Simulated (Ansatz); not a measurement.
Fluorite BaF2 (r2SCAN geometry), in Ansatz:

```xyz
3
Lattice="0.0000 3.0972 3.0972 3.0972 0.0000 3.0972 3.0972 3.0972 0.0000" Properties=species:S:1:pos:R:3 pbc="T T T"
Ba    0.0000    0.0000    0.0000
F     1.5486    1.5486    1.5486
F     4.6457    4.6457    4.6457
```

G0W0@PBE with 325 empty bands, a screening cutoff of 180 eV and a 6×6×6 mesh (PAW, contour deformation) gives 9.622 eV over the mesh points, from a PBE gap of 6.864 eV; it sums over 337 bands with 331 plane waves in the screening and a wave cutoff of 420 eV. G0W0 values are finite-basis, finite-mesh values. No spin polarisation and no zero-point or thermal motion.

(1) Estimate the gap with empty bands 632, screening cutoff 260 eV.

(2) Estimate the gap with starting point PBE0.

(3) Another run gave a Kohn-Sham gap of 6.864 eV and a G0W0 gap of 9.468 eV, summing over 146 bands with 137 plane waves in the screening and a wave cutoff of 420 eV. What was changed?

(4) Another run gave a Kohn-Sham gap of 6.852 eV and a G0W0 gap of 9.623 eV, summing over 337 bands with 331 plane waves in the screening and a wave cutoff of 1320 eV. What was changed?

Results:

(1) 9.742 eV (+0.120 eV), from a Kohn-Sham gap of 6.864 eV.

(2) 10.717 eV (+1.095 eV), from a Kohn-Sham gap of 9.559 eV.

(3) Empty bands 134, screening cutoff 100 eV. The counts of bands and plane waves show that both rose or fell; the cutoff follows only within a few eV.

(4) Potentials of the kind norm-conserving, with them a wave cutoff of 1320 eV. The wave cutoff gives it away.

Spin-orbit coupling is left out.
